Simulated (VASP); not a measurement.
A run of VASP 6.6.1:

Contents of INCAR:

```
SYSTEM = I
  PREC = Accurate
  ENCUT = 600
  EDIFF = 1E-7
  ISMEAR = 0
  SIGMA = 0.03
  LREAL = .FALSE.
  LASPH = .TRUE.
  NELM = 80
  ALGO = Normal
  ISIF = 3
  LWAVE = .FALSE.
  LCHARG = .FALSE.
  GGA = PS
  IBRION = 2
  NSW = 90
  EDIFFG = -0.005
  PSTRESS = 99.0
```

Contents of KPOINTS:

```
regular mesh
0
G
  8 8 4
  0 0 0
```

Contents of POSCAR:

```
I                                       
1.0
    3.1009958551     -2.0149117250      0.0000000000
    3.1009958551      2.0149117250     -0.0000000000
    0.0000000000      0.0000000000      9.2215692387
  I             
     4
Direct
     0.7993459706132895    0.2006540293867105    0.6239964281178128
     0.2006540293867105    0.7993459706132895    0.3760035718821869
     0.7006540293867105    0.2993459706132896    0.1239964281178129
     0.2993459706132896    0.7006540293867105    0.8760035718821872
```

Potentials or basis: VASP PAW PBE potentials, release 64 (I).

Run with:

```sh
$ cat potpaw_PBE.64/I/POTCAR > POTCAR
$ mpirun -np 1 vasp_std > vasp.out
```

Hardware: 1 thread of Intel(R) Xeon(R) Platinum 8375C CPU @ 2.90GHz (Ice Lake) (shared host).

Problem. Estimate the wall time of this run.

Solution. Wall time 7.6 min on 1 thread of Intel(R) Xeon(R) Platinum 8375C CPU @ 2.90GHz (Ice Lake), on a shared host, peak memory 0.33 GiB. Counts: scf iterations 28, k points 63, ion steps 4.
